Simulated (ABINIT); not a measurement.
An input for ABINIT 10.8.3 (MgO (Fm-3m)):

```
acell 3*1.0 Angstrom
rprim 
  -0.000000000000 2.097001392700 2.097001392700
  2.097001392700 -0.000000000000 2.097001392700
  2.097001392700 2.097001392700 -0.000000000000
ntypat 2
znucl 12 8
natom 2
typat 1 2
xred 
  0.000000000000 0.000000000000 0.000000000000
  0.500000000000 0.500000000000 0.500000000000
pp_dirpath "pseudos"
pseudos "Mg.upf, O.upf"
ecut 38
ngkpt 6 6 6
nshiftk 1
shiftk 0 0 0
kptopt 1
chksymbreak 0
istwfk *1
occopt 1
irdwfk 1
optdriver 4
nband 109
gwcalctyp 2
ecutsigx 38
symsigma 1
nkptgw 16
kptgw 
  0.0000000000 0.0000000000 0.0000000000
  0.1666666667 0.0000000000 0.0000000000
  0.3333333333 0.0000000000 0.0000000000
  0.5000000000 0.0000000000 0.0000000000
  0.1666666667 0.1666666667 0.0000000000
  0.3333333333 0.1666666667 0.0000000000
  0.5000000000 0.1666666667 0.0000000000
  -0.3333333333 0.1666666667 0.0000000000
  -0.1666666667 0.1666666667 0.0000000000
  0.3333333333 0.3333333333 0.0000000000
  0.5000000000 0.3333333333 0.0000000000
  -0.3333333333 0.3333333333 0.0000000000
  0.5000000000 0.5000000000 0.0000000000
  0.5000000000 0.3333333333 0.1666666667
  -0.3333333333 0.3333333333 0.1666666667
  -0.3333333333 0.5000000000 0.1666666667
bdgw 
  1 15
  1 15
  1 15
  1 15
  1 15
  1 15
  1 15
  1 15
  1 15
  1 15
  1 15
  1 15
  1 15
  1 15
  1 15
  1 15
ecuteps 9
irdscr 1
indata_prefix "in"
outdata_prefix "out"
tmpdata_prefix "tmp"
```

```sh
OMP_NUM_THREADS=1 mpirun -n 8 abinit run.abi > log
```

**Question.** How long will it take on 8 MPI ranks of Arm Neoverse V2, shared host, and how much memory?

It took 3.2 min; on shared hardware allow 97 s to 6.4 min. Peak host memory was 1.9 GiB.

[Long decimals in the printed logs are rounded to 6 places.]

[Logs are printed without paths, hosts, clocks, repeated set-up lines and the standing remarks that a program may print on its own settings, such as how far it seeks lower states.]

[Paths, hosts, dates, memory and timing lines, banners, echoed tables and standing remarks are left out of the program output; an Ansatz launch command may be rebuilt from the run's recorded settings. Measured values are a selection of at most five: reports struck by readers or far from the other reports are left out. None is set beside runs whose start may be inverted or whose files or cutoffs have a known fault.]

[Runs of the session that timed out or met a known fault of the program may be left out.]

[Hosts, paths, dates, database ids (printed as entryN), source tags and the programs' standing remarks are cut or masked in the printed files.]

[G0W0 gaps are taken among the corrected bands and points alone; a level outside them can change the order at an edge.]

[Where Ansatz stands beside ABINIT at settings called matched, ABINIT's density can come from a denser mesh and the files from another edition; pairs whose starting gaps differed by over 0.03 eV were left out, so agreement reads better than it is.]
